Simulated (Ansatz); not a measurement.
**TaSi₂: opening a crack plane**

TaSi₂, P6_222, a = 4.806 Å, c = 6.597 Å. The structure is a COD entry; whether it is the stable form wasn't checked. Ansatz: PBE, PAW, 420 eV, Γ-centred 9×9×3 mesh on 18 atoms, Gaussian smearing 0.15 eV; no spin polarisation. One cut on (001) per cell of 18 atoms is opened rigidly by x, between planes of Si+Ta and Si+Ta that stand 2.20 Å apart; y is the energy per area (20.001 Å², 1 eV/Å² = 16.02 J/m²).

```
x (Å) y (J/m²)
 0.00     0.000
 0.25     0.405
 0.50     1.240
 0.75     2.151
 1.00     2.972
 1.50         ?
 2.00     4.593
 3.00     4.843
 4.50     4.886
 6.00     4.890
```

**Question.** Fit the universal binding curve y = W[1 − (1 + x/l) e^(−x/l)] to the other rows, give the peak stress, and predict the missing value.

**Answer.** Least squares gives W = 4.93 J/m² and l = 0.498 Å. The stress dy/dx peaks at x = l with W/(e l) = 36.4 GPa, for rigid faces. At x = 1.50: x/l = 3.012, y = 3.957 J/m². The run gave 4.096 J/m², so the fit is 0.139 J/m² too low, 2.8 % of the span of the series, against an rms of 0.055 J/m² on the fitted rows. One length l has to serve both the bottom of the well and the tail, and here they ask for different ones.

Spin–orbit coupling is left out, which can shift energies with elements as heavy as these.

Cost: 12 runs of about 21 core-minutes in all, on AMD EPYC 7R32 (Zen 2) (shared hosts).

Most of the cohesion across this cut is lost within the first 2 Å of opening, and the energy is almost flat beyond 3.00 Å. This is the behaviour expected of short-range Ta d–Si p covalent bonding with a metallic Ta d contribution, since both fade as the orbitals on the two faces cease to overlap. The misfit has a pattern: the fitted curve lies above the computed energies up to 0.75 Å, below them from 1.00 to 2.00 Å, and above them again at the largest openings. The computed separation therefore starts more softly and then saturates faster than the universal form allows. The steepest rise falls between 0.50 and 0.75 Å, which suggests that the true stress maximum lies slightly beyond the fitted l, although its height is probably little changed. The flat tail says little about long-range attraction, because a semilocal functional omits the dispersion forces that would persist between separated faces. The plateau is the cost of creating two surfaces, and without other cuts it doesn't establish (001) as the preferred cleavage plane.
